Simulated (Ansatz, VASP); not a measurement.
## B in VASP and in Ansatz

```
B
1.0
     0.00000    1.43321    1.43321
     1.43321    0.00000    1.43321
     1.43321    1.43321    0.00000
B
1
Direct
  0.00000 0.00000 0.00000
```

Alike in both runs: functional PBE; k mesh 23 × 23 × 23; occupations fermi-dirac, width 0.08 eV; no spin polarisation.

Ansatz relaxed the structure, and its values are those at the end. VASP's run is a single point on that final structure, the one shown.

|  | VASP | Ansatz |
| --- | --- | --- |
| version | VASP 6.6.1 | Ansatz 0.2.0 |
| potentials or method | VASP PAW PBE potentials, release 64 (B) | PAW with Ansatz's default frozen-core files, scalar-relativistic |
| plane-wave cutoff (eV) | 520 | 420 |
| valence electrons in the cell | 3 | 3 |

|  | VASP | Ansatz | Ansatz less VASP |
| --- | --- | --- | --- |
| pressure (GPa) | 0.0 | 0.0 | -0.03 |
